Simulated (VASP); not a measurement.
Input of a VASP 6.6.1 run:

File INCAR:

```
PREC = Accurate
ENCUT = 600
EDIFF = 1E-7
ISMEAR = 0
SIGMA = 0.02
LREAL = False
LASPH = True
NELM = 100
ALGO = Normal
ISIF = 3
LWAVE = False
LCHARG = False
GGA = PS
IBRION = 2
NSW = 40
EDIFFG = -0.02
```

File KPOINTS:

```
regular mesh
0
Gamma
  6 6 6
```

The input POSCAR:

```
Se
1.0
    4.3662000000      0.0000000000      0.0000000000
   -2.1831000000      3.7812401180      0.0000000000
    0.0000000000      0.0000000000      4.9536000000
Se
3
Direct
    0.7746000000      0.7746000000      0.0000000000
    0.0000000000      0.2254000000      0.6666666667
    0.2254000000      0.0000000000      0.3333333333
```

Potentials or basis: VASP PAW PBE potentials, release 64 (Se).

Run with:

```bash
$ cat potpaw_PBE.64/Se/POTCAR > POTCAR
$ mpirun -np 1 vasp_std > vasp.out
```

Task: Estimate the space group after relaxing (to 0.05 Å).

Result: P3_121 (No. 152).

Task: What does it give for the band gap on the k mesh?

Result: 0.38 eV, direct.

Task: What does it give for the relaxed cell?

Result: a = 4.017 Å, b = 4.017 Å, c = 5.142 Å, α = 90.00°, β = 90.00°, γ = 120.00°.

Stress tensor (GPa, compression positive):
```
 0.11  0.00  0.00
 0.00  0.11  0.00
 0.00  0.00 -0.11
```

Caveat: the PAW data sets were made with another functional, which shifts forces and pressure a little. A k mesh can miss the band edges.
